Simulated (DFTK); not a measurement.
# BN (F-43m) in DFTK: settings compared

Aim: see how the results for BN move with the level of theory and the settings. Levels: r2SCAN, PBEsol, BJ06. Tasks: band structure.

All numbers are computed with DFTK 0.8.2; they aren't measurements. Logs are shortened: lines on timing, memory, paths and dates and some standing lists are left out, and cuts for length are marked.

**Experimental background.**

A printed reference work, monograph reports, for a bulk crystal of BN at 300 K: band gap 6.4 eV (indirect).

The results are compared with them further down.

## Step 1: The crystal as given

The structure is cubic, space group F-43m (No. 216). Conventional cell: a = 3.626 Å, b = 3.626 Å, c = 3.626 Å, α = 90.00°, β = 90.00°, γ = 90.00°. Around N (site symmetry -43m) lie 4 B at 1.57 Å. B (site symmetry -43m) has 4 N at 1.57 Å as nearest neighbours.

The cell is a database's computed one.

## Step 2: Band structure, r2SCAN

The input, run.jl:

```julia
using DFTK
using PseudoPotentialData
using Unitful, UnitfulAtomic
using LinearAlgebra, Printf
using AtomsBase
include("save.jl")
disable_threading()

cell = [[0.0, 1.813001, 1.813001],
        [1.813001, 0.0, 1.813001],
        [1.813001, 1.813001, 0.0]]u"Å"
system = periodic_system([:N => [0.25, 0.25, 0.25],
                          :B => [0.0, 0.0, 0.0]],
                         cell; fractional=true)
lattice   = austrip.(hcat(cell_vectors(system)...))
symbols   = atomic_symbol(system, :) .|> Symbol
positions = [lattice \ austrip.(position(system, i)) for i in 1:length(system)]
pseudopotentials = PseudoFamily("cp2k.nc.sr.pbe.v0_1.semicore.gth")
elements = Dict(s => ElementPsp(s, pseudopotentials) for s in unique(symbols))
atoms    = [elements[s] for s in symbols]

build_model(lattice, positions; symmetries=true) =
    model_DFT(lattice, atoms, positions;
              functionals=r2SCAN(),
              temperature=austrip(0.05u"eV"),
              smearing=Smearing.FermiDirac(),
              symmetries)
Ecut  = 106.0  # hartree
kgrid = [10, 10, 10]
tol   = 1e-6
to_GPa = ustrip(uconvert(u"GPa", 1u"hartree/bohr^3"))

model = build_model(lattice, positions)
basis = PlaneWaveBasis(model; Ecut, kgrid)
display(basis)
scfres = self_consistent_field(basis;
                               tol,
                               nbandsalg=AdaptiveBands(model; n_bands_converge=9))
display(scfres.energies)
@printf "Fermi level: %.6f eV\n" ustrip(auconvert(u"eV", something(scfres.εF, NaN)))
forces = compute_forces_cart(scfres)
println("Forces (eV/Å)")
for (s, f) in zip(symbols, forces)
    @printf "%-3s %12.6f %12.6f %12.6f\n" s ustrip.(auconvert.(u"eV/Å", f))...
end
stress = compute_stresses_cart(scfres)
println("Stress (GPa)")
display(round.(stress * to_GPa; digits=4))
println("Levels at the first k-point (eV): ", round.(ustrip.(auconvert.(u"eV", scfres.eigenvalues[1][1:scfres.n_bands_converge])); digits=4))
save_scf!(scfres; forces, stress)

points = Dict("G" => [0.0, 0.0, 0.0], "K" => [0.375, 0.375, 0.75], "L" => [0.5, 0.5, 0.5], "U" => [0.625, 0.25, 0.625], "W" => [0.5, 0.25, 0.75], "X" => [0.5, 0.0, 0.5])
segments = [("G", "X", 7), ("X", "W", 4), ("W", "K", 3), ("K", "G", 7), ("G", "L", 6), ("L", "U", 4), ("U", "W", 3), ("W", "L", 5), ("L", "K", 4), ("U", "X", 3)]
kcoords = vcat([[points[a] + t * (points[b] - points[a]) for t in range(0, 1, n)] for (a, b, n) in segments]...)
bands = compute_bands(scfres, ExplicitKpoints(kcoords); n_bands=11, tol=1e-5)
for (k, ε) in zip(bands.basis.kpoints, bands.eigenvalues)
    @printf "%d %8.4f %8.4f %8.4f " k.spin k.coordinate...
    println(join([@sprintf("%9.4f", e) for e in ustrip.(auconvert.(u"eV", ε .- scfres.εF))]))
end
results["band_energies"] = rows(bands.eigenvalues); results["band_kpoints"] = rows(kcoords)
```

Potentials or basis: cp2k.nc.sr.pbe.v0_1.semicore.gth (PBE, GTH).

Run with:

```
> julia --threads=1 run.jl  # save.jl only writes the numbers to a file and isn't shown; printed stress counts tension as positive; times include loading and compiling
```

Standard output:

```text
PlaneWaveBasis discretization:

    Ecut                 : 106.0 Ha
    fft_size             : (48, 48, 48), 110592 total points
    kgrid                : MonkhorstPack([10, 10, 10])
    num.   red. kpoints  : 1000
    num. irred. kpoints  : 73

    Discretized Model(mgga_x_r2scan+mgga_c_r2scan, 3D):
        lattice (in Bohr)    : [0         , 3.42608   , 3.42608   ]
                               [3.42608   , 0         , 3.42608   ]
                               [3.42608   , 3.42608   , 0         ]
        unit cell volume     : 80.43 Bohr³

        atoms                : BN
        pseudopot. family    : PseudoFamily("cp2k.nc.sr.pbe.v0_1.semicore.gth")

        num. electrons       : 8
        spin polarization    : none
        temperature          : 0.0018375 Ha
        smearing             : DFTK.Smearing.FermiDirac()

        terms                : Kinetic()
                               AtomicLocal()
                               AtomicNonlocal()
                               Ewald(nothing)
                               PspCorrection()
                               Hartree()
                               Xc(mgga_x_r2scan, mgga_c_r2scan)
                               Entropy()
n     Energy            log10(ΔE)   log10(Δρ)   log10(Δτ)   Diag   Δtime
---   ---------------   ---------   ---------   ---------   ----   ------
  1   -12.83665455773                   -0.52        0.59    4.0    90.2s
  2   -12.85384726393       -1.76       -0.96       -0.17    2.1    69.9s
  3   -12.86123265029       -2.13       -1.45       -0.50    3.2    85.4s
  4   -12.86211614074       -3.05       -2.68       -1.09    2.0    65.9s
  5   -12.86212504892       -5.05       -3.43       -2.71    2.3    75.2s
  6   -12.86212506729       -7.74       -3.80       -3.93    2.7    67.2s
  7   -12.86212507105       -8.42       -4.49       -4.11    2.0    59.8s
  8   -12.86212507144       -9.41       -5.14       -5.10    2.1    68.9s
  9   -12.86212507146      -10.75       -5.70       -5.24    2.2    72.3s
 10   -12.86212507146      -12.12       -7.16       -6.49    2.4    69.2s
Energy breakdown (in Ha):
    Kinetic             9.8472304
    AtomicLocal         -8.6416728
    AtomicNonlocal      0.9791702
    Ewald               -13.1304314
    PspCorrection       -0.0258160
    Hartree             1.8248570
    Xc                  -3.7154625
    Entropy             0.0000000

    total               -12.862125071457
Fermi level: 13.439176 eV
Forces (eV/Å)
N       0.000000    -0.000000     0.000000
B       0.000000    -0.000000    -0.000000
Stress (GPa)
3×3 StaticArraysCore.SMatrix{3, 3, Float64, 9} with indices SOneTo(3)×SOneTo(3):
 3.1583  0.0     -0.0
 0.0     3.1583  -0.0
 0.0     0.0      3.1583
Levels at the first k-point (eV): [-10.3961, 10.9959, 10.9959, 10.9959, 20.4313, 20.4313, 20.4313, 21.5612, 36.637]
1   0.0000   0.0000   0.0000  -23.8353  -2.4433  -2.4433  -2.4433   6.9921   6.9921   6.9921   8.1220  23.1979  26.2101  26.2101
1   0.0833   0.0000   0.0833  -23.6032  -3.0937  -3.0079  -3.0079   6.6122   7.7650   7.7650   8.8210  21.4132  24.0215  26.5393
1   0.1667   0.0000   0.1667  -22.9177  -4.6883  -4.2505  -4.2505   5.8492   9.6153   9.6153   9.8683  17.7333  24.9875  27.5266
1   0.2500   0.0000   0.2500  -21.8179  -6.7239  -5.5584  -5.5584   4.8422   9.5779  11.8813  11.8813  16.7109  25.9605  29.1710
1   0.3333   0.0000   0.3333  -20.4017  -8.9009  -6.6188  -6.6188   3.7134   8.3116  14.1388  14.1388  17.8037  26.3644  31.4699
1   0.4167   0.0000   0.4167  -18.9363 -10.8689  -7.2939  -7.2939   2.7934   7.4528  15.9579  15.9579  19.0583  26.3015  33.4634
[... 38 lines left out ...]
1   0.5625   0.1250   0.5625  -18.1217 -11.5767  -8.6031  -7.3030   3.4220   8.1822  16.0505  16.2494  18.9797  25.7342  29.7435
1   0.5000   0.0000   0.5000  -18.1866 -11.7966  -7.5245  -7.5245   2.4433   7.1809  16.7022  16.7022  19.5765  26.1962  32.6050
```

Wall time 21 min (1 thread of Intel Xeon at 2.50GHz (Skylake/Cascade Lake), shared host); peak memory 2 GiB.

Results:

```
Free energy             : -349.9963 eV
Pressure                : -3.2 GPa
Band gap on the k mesh  : 4.89 eV, indirect (least direct gap 9.44 eV)
Band gap along the path : 4.89 eV, indirect (least direct gap 9.44 eV)
```

Levels at the corners of the path, in eV from the valence-band top:
```
point  band 1  band 2  band 3  band 4  band 5  band 6  band 7  band 8  band 9
    Γ  -21.39    0.00    0.00    0.00    9.44    9.44    9.44   10.57   25.64
    X  -15.74   -9.35   -5.08   -5.08    4.89    9.62   19.15   19.15   22.02
    W  -15.46   -8.04   -7.17   -6.65   10.30   14.01   15.25   15.38   20.58
    K  -15.69   -8.56   -7.86   -4.22    7.40   13.49   16.86   17.68   19.73
    Γ  -21.39    0.00    0.00    0.00    9.44    9.44    9.44   10.57   25.64
    L  -17.15  -11.07   -2.02   -2.02   10.39   11.40   11.40   16.32   24.67
    U  -15.69   -8.56   -7.86   -4.22    7.40   13.49   16.86   17.68   19.73
    W  -15.46   -8.04   -7.17   -6.65   10.30   14.01   15.25   15.38   20.58
    L  -17.15  -11.07   -2.02   -2.02   10.39   11.40   11.40   16.32   24.67
    K  -15.69   -8.56   -7.86   -4.22    7.40   13.49   16.86   17.68   19.73
    U  -15.69   -8.56   -7.86   -4.22    7.40   13.49   16.86   17.68   19.73
    X  -15.74   -9.35   -5.08   -5.08    4.89    9.62   19.15   19.15   22.02
```

Caveat: GTH potentials come without recommended cutoffs, and this one wasn't checked for convergence; the potentials were made for another functional, which shifts forces and pressure.

## Step 3: Band structure, PBEsol

run.jl, as its differences from that of step 2:

```diff
@@ -4,3 +4,2 @@
 using LinearAlgebra, Printf
-using AtomsBase
 include("save.jl")
@@ -8,13 +7,8 @@
 
-cell = [[0.0, 1.813001, 1.813001],
-        [1.813001, 0.0, 1.813001],
-        [1.813001, 1.813001, 0.0]]u"Å"
-system = periodic_system([:N => [0.25, 0.25, 0.25],
-                          :B => [0.0, 0.0, 0.0]],
-                         cell; fractional=true)
-lattice   = austrip.(hcat(cell_vectors(system)...))
-symbols   = atomic_symbol(system, :) .|> Symbol
-positions = [lattice \ austrip.(position(system, i)) for i in 1:length(system)]
-pseudopotentials = PseudoFamily("cp2k.nc.sr.pbe.v0_1.semicore.gth")
-elements = Dict(s => ElementPsp(s, pseudopotentials) for s in unique(symbols))
+lines     = readlines("POSCAR")
+lattice   = austrip(1u"Å") * parse(Float64, lines[2]) * hcat([parse.(Float64, split(l)) for l in lines[3:5]]...)
+symbols   = vcat([fill(Symbol(s), parse(Int, n)) for (s, n) in zip(split(lines[6]), split(lines[7]))]...)
+positions = [parse.(Float64, split(l)[1:3]) for l in lines[9:8+length(symbols)]]
+pseudopotentials = Dict(:B => "B.upf", :N => "N.upf")
+elements = Dict(s => ElementPsp(s, pseudopotentials; rcut=10.0) for s in unique(symbols))
 atoms    = [elements[s] for s in symbols]
@@ -23,3 +17,3 @@
     model_DFT(lattice, atoms, positions;
-              functionals=r2SCAN(),
+              functionals=PBEsol(),
               temperature=austrip(0.05u"eV"),
@@ -27,4 +21,4 @@
               symmetries)
-Ecut  = 106.0  # hartree
-kgrid = [10, 10, 10]
+Ecut  = 45.0  # hartree
+kgrid = [13, 13, 13]
 tol   = 1e-6
```

The input, POSCAR:

```
BN
1.0
    0.0000000000      1.8130010000      1.8130010000
    1.8130010000      0.0000000000      1.8130010000
    1.8130010000      1.8130010000      0.0000000000
N B
1 1
Direct
    0.2500000000      0.2500000000      0.2500000000
    0.0000000000      0.0000000000      0.0000000000
```

Potentials or basis: SPMS 1.0 (PBE).

Run with:

```
> julia --threads=1 run.jl  # save.jl only writes the numbers to a file and isn't shown; printed stress counts tension as positive; times include loading and compiling
```

It took 4.8 min on 1 thread of Intel Xeon at 2.50GHz (Skylake/Cascade Lake), shared host; peak memory 1.8 GiB.

It converged, with:

```
Free energy             : -363.5775 eV
Pressure                : -6.0 GPa
Band gap on the k mesh  : 4.38 eV, indirect (least direct gap 8.78 eV)
Band gap along the path : 4.30 eV, indirect (least direct gap 8.78 eV)
```

Levels at the corners of the path, in eV from the valence-band top:
```csv
point,band 2,band 3,band 4,band 5,band 6,band 7
Γ,0.00,0.00,0.00,8.78,8.78,8.78
X,-8.92,-4.90,-4.90,4.30,9.10,17.75
W,-7.58,-6.98,-6.52,9.43,13.17,14.36
K,-8.13,-7.68,-4.07,6.76,12.73,15.70
Γ,0.00,0.00,0.00,8.78,8.78,8.78
L,-10.71,-1.93,-1.93,9.98,10.64,10.64
U,-8.13,-7.68,-4.07,6.76,12.73,15.70
W,-7.58,-6.98,-6.52,9.43,13.17,14.36
L,-10.71,-1.93,-1.93,9.98,10.64,10.64
K,-8.13,-7.68,-4.07,6.76,12.73,15.70
U,-8.13,-7.68,-4.07,6.76,12.73,15.70
X,-8.92,-4.90,-4.90,4.30,9.10,17.75
```

Caveat: the potentials were made for another functional, which shifts forces and pressure.

## Step 4: Band structure, BJ06

run.jl, as its differences from that of step 3:

```diff
@@ -7,6 +7,9 @@
 
-lines     = readlines("POSCAR")
-lattice   = austrip(1u"Å") * parse(Float64, lines[2]) * hcat([parse.(Float64, split(l)) for l in lines[3:5]]...)
-symbols   = vcat([fill(Symbol(s), parse(Int, n)) for (s, n) in zip(split(lines[6]), split(lines[7]))]...)
-positions = [parse.(Float64, split(l)[1:3]) for l in lines[9:8+length(symbols)]]
+# lattice vectors are the columns
+lattice = austrip(1u"Å") * [           0.0       1.813001       1.813001;
+                 1.813001            0.0       1.813001;
+                 1.813001       1.813001            0.0]
+symbols   = [:N, :B]
+positions = [[0.25, 0.25, 0.25],
+             [0.0, 0.0, 0.0]]
 pseudopotentials = Dict(:B => "B.upf", :N => "N.upf")
@@ -17,3 +20,3 @@
     model_DFT(lattice, atoms, positions;
-              functionals=PBEsol(),
+              functionals=[:mgga_x_tb09, :lda_c_pw],
               temperature=austrip(0.05u"eV"),
@@ -22,3 +25,3 @@
 Ecut  = 45.0  # hartree
-kgrid = [13, 13, 13]
+kgrid = [12, 12, 12]
 tol   = 1e-6
@@ -31,15 +34,8 @@
                                tol,
-                               nbandsalg=AdaptiveBands(model; n_bands_converge=9))
+                               nbandsalg=AdaptiveBands(model; n_bands_converge=9),
+                               solver=ScfAndersonSolver())
 display(scfres.energies)
 @printf "Fermi level: %.6f eV\n" ustrip(auconvert(u"eV", something(scfres.εF, NaN)))
-forces = compute_forces_cart(scfres)
-println("Forces (eV/Å)")
-for (s, f) in zip(symbols, forces)
-    @printf "%-3s %12.6f %12.6f %12.6f\n" s ustrip.(auconvert.(u"eV/Å", f))...
-end
-stress = compute_stresses_cart(scfres)
-println("Stress (GPa)")
-display(round.(stress * to_GPa; digits=4))
 println("Levels at the first k-point (eV): ", round.(ustrip.(auconvert.(u"eV", scfres.eigenvalues[1][1:scfres.n_bands_converge])); digits=4))
-save_scf!(scfres; forces, stress)
+save_scf!(scfres)
```

Potentials or basis: SG15 1.2 (PBE).

Run with:

```
> julia --threads=1 run.jl  # save.jl only writes the numbers to a file and isn't shown; printed stress counts tension as positive; times include loading and compiling
```

It took 2.3 min on 1 thread of Intel Xeon at 2.50GHz (Skylake/Cascade Lake), shared host; peak memory 1.6 GiB.

The run converged. Its results:

```
Band gap on the k mesh  : 4.82 eV, indirect (least direct gap 9.68 eV)
Band gap along the path : 4.82 eV, indirect (least direct gap 9.68 eV)
```

Levels at the corners of the path, in eV from the valence-band top:
| point | band 1 | band 2 | band 3 | band 4 | band 5 | band 6 | band 7 | band 8 |
| --- | --- | --- | --- | --- | --- | --- | --- | --- |
| Γ | -20.39 | 0.00 | 0.00 | 0.00 | 9.76 | 9.76 | 9.76 | 11.08 |
| X | -14.82 | -8.94 | -4.86 | -4.86 | 4.82 | 9.52 | 19.54 | 19.54 |
| W | -14.53 | -7.55 | -7.00 | -6.43 | 9.94 | 14.43 | 14.96 | 15.62 |
| K | -14.75 | -8.11 | -7.65 | -4.03 | 7.28 | 13.38 | 17.12 | 18.16 |
| Γ | -20.39 | 0.00 | 0.00 | 0.00 | 9.76 | 9.76 | 9.76 | 11.08 |
| L | -16.20 | -10.68 | -1.89 | -1.89 | 10.80 | 11.46 | 11.46 | 16.04 |
| U | -14.75 | -8.11 | -7.65 | -4.03 | 7.28 | 13.38 | 17.12 | 18.16 |
| W | -14.53 | -7.55 | -7.00 | -6.43 | 9.94 | 14.43 | 14.96 | 15.62 |
| L | -16.20 | -10.68 | -1.89 | -1.89 | 10.80 | 11.46 | 11.46 | 16.04 |
| K | -14.75 | -8.11 | -7.65 | -4.03 | 7.28 | 13.38 | 17.12 | 18.16 |
| U | -14.75 | -8.11 | -7.65 | -4.03 | 7.28 | 13.38 | 17.12 | 18.16 |
| X | -14.82 | -8.94 | -4.86 | -4.86 | 4.82 | 9.52 | 19.54 | 19.54 |

Caveat: the program leaves the constant c of mgga_x_tb09 at 1, so the potential is Becke-Johnson's (BJ06) and not Tran and Blaha's, with levels but no total energy; the potentials were made for another functional, which shifts forces and pressure.

## Step 5: Overview

```tsv
level	potentials or basis	k mesh	cutoff (eV)	SCF solver	gap on the mesh (eV)	pressure (GPa)
r2SCAN	cp2k.nc.sr.pbe.v0_1.semicore.gth (PBE, GTH)	10 × 10 × 10	2884	-	4.89	-3.2
PBEsol	SPMS 1.0 (PBE)	13 × 13 × 13	1225	-	4.38	-6.0
BJ06	SG15 1.2 (PBE)	12 × 12 × 12	1225	ScfAndersonSolver	4.82	-
```

Alike in all rows: task band structure; no spin polarisation; cell as given; smearing fermi-dirac 0.05 eV.

Caveats: the potentials were made for another functional, which shifts forces and pressure; GTH potentials come without recommended cutoffs, and this one wasn't checked for convergence (some runs); the program leaves the constant c of mgga_x_tb09 at 1, so the potential is Becke-Johnson's (BJ06) and not Tran and Blaha's, with levels but no total energy (some runs).

Total energies depend on the potentials used, so only differences within one code and one set of settings carry meaning.

## Step 6: How close it comes

Step 2. A measured gap of BN is 6.4 eV (indirect; 300 K; a printed reference work, monograph); the calculated 4.89 eV misses it by -1.51 eV. The value is that of r2SCAN, without temperature or zero-point motion. The cell is a database's relaxed one, not the measured one, which moves gaps too.

Step 3. A measured gap of BN is 6.4 eV (indirect; 300 K; a printed reference work, monograph); the calculated 4.30 eV misses it by -2.10 eV. The value is that of PBEsol, without temperature or zero-point motion. Semilocal functionals fall short of measured gaps as a rule. The cell is a database's relaxed one, not the measured one, which moves gaps too.

Step 4. Against the measured gap of BN, 6.4 eV (indirect; 300 K; a printed reference work, monograph), the calculated 4.82 eV is off by -1.58 eV. The value is that of BJ06, without temperature or zero-point motion. The cell is a database's relaxed one, not the measured one, which moves gaps too.
